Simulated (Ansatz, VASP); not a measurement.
Two plane-wave programs on Ba

File INCAR:

```
SYSTEM = Ba
ALGO = Normal
EDIFF = 1E-6
ENCUT = 520
GGA = CA
ISIF = 2
ISMEAR = 0
LASPH = .TRUE.
LCHARG = .TRUE.
LELF = .TRUE.
LREAL = .FALSE.
LVHAR = .TRUE.
LWAVE = .FALSE.
NBANDS = 11
NELM = 60
PREC = Accurate
SIGMA = 0.15
```

File KPOINTS:

```
k-points
0
G
  15 15 12
  0 0 0
```

File POSCAR:

```
Ba
1.0
    4.3116136979      0.0000000000      0.0000000000
   -2.1558068490      3.7339669937      0.0000000000
    0.0000000000      0.0000000000      3.7568767680
Ba
1
Direct
    0.0000000000      0.0000000000      0.0000000000
```

Input for Ansatz:

```yaml
crystal:
  lattice:
    - [4.3116136979, 0.0, 0.0]
    - [-2.155806849, 3.7339669937, 0.0]
    - [0.0, 0.0, 3.756876768]
  atoms:
    - { symbol: Ba, position: [0.0, 0.0, 0.0] }
basis:
  ecutwfc: 420
kpoints:
  mp_grid: { grid: [15, 15, 12] }
hamiltonian:
  xc: lda
scf:
  occupations: { method: gaussian, width: 0.15 }
output:
  forces: true
  stress: true
  eigenvalues: true
```

Change from the starting cell: strain +0.000 along x and y, -0.040 along z, atoms carried along.

Alike in both runs: task single point; functional LDA; k mesh 15 × 15 × 12; occupations gaussian, width 0.15 eV; no spin polarisation.

|  | VASP | Ansatz |
| --- | --- | --- |
| version | VASP 6.6.1 | Ansatz 0.2.0 |
| potentials or method | VASP PAW LDA potentials, release 64 (Ba_sv) | scalar-relativistic, plane waves, PAW |
| plane-wave cutoff (eV) | 520 | 420 |
| valence electrons in the cell | 10 | 10 |

```csv
,VASP,Ansatz,Ansatz less VASP
gap on the k mesh at the Fermi level (eV),none,none,-
pressure (GPa),-1.0,-1.1,-0.08
largest component of the traceless stress (GPa),1.45,1.39,-0.056
```

A gap of «none» marks a metal or a gap that the smearing closes.

The runs have no spin-orbit coupling, so splittings on Ba are missing.
